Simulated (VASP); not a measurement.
Here is a VASP 6.6.1 calculation.

File INCAR:

```
  ALGO = Normal
  EDIFF = 1E-7
  EDIFFG = -0.005
  ENCUT = 600
  GGA = PS
  IBRION = 2
  ISIF = 3
  ISMEAR = 0
  LASPH = True
  LCHARG = False
  LREAL = False
  LWAVE = False
  NELM = 80
  NSW = 90
  PREC = Accurate
  SIGMA = 0.03
```

KPOINTS

```
k-points
0
Gamma
  8 8 8
```

File POSCAR:

```
NaCl                                    
1.0
    0.0000000000      2.8051740243      2.8051740243
    2.8051740243      0.0000000000      2.8051740243
    2.8051740243      2.8051740243     -0.0000000000
  Na              Cl            
     1     1
Direct
     0.0000000000000000    0.0000000000000000    0.0000000000000000
     0.5000000000000000    0.5000000000000000    0.5000000000000000
```

Potentials or basis: VASP PAW PBE potentials, release 64 (Na_pv, Cl).

The run is started by

```sh
$ cat potpaw_PBE.64/Na_pv/POTCAR potpaw_PBE.64/Cl/POTCAR > POTCAR
$ mpirun -np 1 vasp_std > vasp.out
```

Question: Estimate the space group after relaxing (to 0.05 Å).

Answer: Fm-3m (No. 225).

Question: Estimate the relaxed volume.

Answer: 22.04 Å³/atom.

Final structure:
```xyz
2
Lattice="0.0000 2.8039 2.8039 2.8039 0.0000 2.8039 2.8039 2.8039 0.0000" Properties=species:S:1:pos:R:3 pbc="T T T"
Na    0.0000    0.0000    0.0000
Cl    2.8039    2.8039    2.8039
```

Caveat: the PAW data sets were made with another functional, which shifts forces and pressure a little.
